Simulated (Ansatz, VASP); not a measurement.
Si2W in VASP and in Ansatz

INCAR

```
PREC = Accurate ; ENCUT = 520
EDIFF = 1E-6 ; ISMEAR = -1
SIGMA = 0.05 ; LREAL = False
LASPH = True ; NELM = 150
ALGO = Normal ; ISIF = 2
LWAVE = False ; LCHARG = True
LMAXMIX = 4 ; LDAU = True
LDAUTYPE = 2 ; LDAUL = 2 -1
LDAUU = 3 0 ; LDAUJ = 0 0
LDAUPRINT = 1 ; LELF = True
LVHAR = True ; NBANDS = 43
```

Contents of KPOINTS:

```
Automatic mesh
0
Gamma
  5 5 3
```

Contents of POSCAR:

```
Si2W
1.0
    4.6168523821      0.0000000000      0.0000000000
   -2.3084261911      3.9983114484      0.0000000000
    0.0000000000      0.0000000000      6.6532220000
W Si
3 6
Direct
    0.5000000000      0.0000000000      0.5000000000
    0.5000000000      0.5000000000      0.8333333333
    0.0000000000      0.5000000000      0.1666666667
    0.3272520000      0.1636260000      0.1666666667
    0.8363740000      0.1636260000      0.8333333333
    0.1636260000      0.3272520000      0.5000000000
    0.6727480000      0.8363740000      0.1666666667
    0.1636260000      0.8363740000      0.8333333333
    0.8363740000      0.6727480000      0.5000000000
```

input.yaml

```yaml
crystal:
  lattice:
    - [4.6168523821, 0.0, 0.0]
    - [-2.3084261911, 3.9983114484, 0.0]
    - [0.0, 0.0, 6.653222]
  atoms:
    - { symbol: W, position: [0.5, 0.0, 0.5] }
    - { symbol: W, position: [0.5, 0.5, 0.8333333333] }
    - { symbol: W, position: [0.0, 0.5, 0.1666666667] }
    - { symbol: Si, position: [0.327252, 0.163626, 0.1666666667] }
    - { symbol: Si, position: [0.836374, 0.163626, 0.8333333333] }
    - { symbol: Si, position: [0.163626, 0.327252, 0.5] }
    - { symbol: Si, position: [0.672748, 0.836374, 0.1666666667] }
    - { symbol: Si, position: [0.163626, 0.836374, 0.8333333333] }
    - { symbol: Si, position: [0.836374, 0.672748, 0.5] }
hamiltonian:
  xc: lda
  pseudopotentials: { kind: paw }
  hubbard: { sites: [{ species: W, l: d, u_eff: 3.0 }] }
kpoints:
  mp_grid: { grid: [5, 5, 3] }
scf:
  occupations: { method: fermi_dirac, width: 0.05 }
output:
  forces: true
  stress: true
  eigenvalues: true
```

Measurements of this composition are mostly on another form, of space group No. 139.

Alike in both runs: task single point; functional LDA; k mesh 5 × 5 × 3; occupations fermi-dirac, width 0.05 eV; no spin polarisation; Hubbard terms W d U = 3.0 eV.

|  | VASP | Ansatz |
| --- | --- | --- |
| version | VASP 6.6.1 | Ansatz 0.2.0 |
| potentials or method | VASP PAW LDA potentials, release 64 (W_sv, Si) | Ansatz PAW |
| plane-wave cutoff (eV) | 520 | 420 |
| valence electrons in the cell | 66 | 66 |

```tsv
	VASP	Ansatz	Ansatz less VASP
gap on the k mesh at the Fermi level (eV)	0.45	0.62	+0.176
least direct gap on the mesh (eV)	1.02	1.09	+0.070
pressure (GPa)	-6.1	-9.9	-3.83
largest component of the traceless stress (GPa)	0.53	0.59	+0.065
rms of the force components (eV/Å)	0.003	0.023	+0.0200
```

The programs project onto different local orbitals, so the same U acts differently. Atom by atom the forces differ by 0.020 eV/Å (rms over components).

Caveats: spin-orbit coupling is left out, which moves the levels of the heavy elements; the U is typed as a test and isn't derived for this compound; an odd mesh through Γ misses points on the zone boundary, where band edges often lie (VASP); odd divisions of the mesh miss points on the zone boundary, where band edges often lie, so the gap on the mesh can be too wide (Ansatz); the PAW data sets come from PBE, with cores solved anew for the run's functional, which leaves a small shift of forces and pressure (Ansatz).
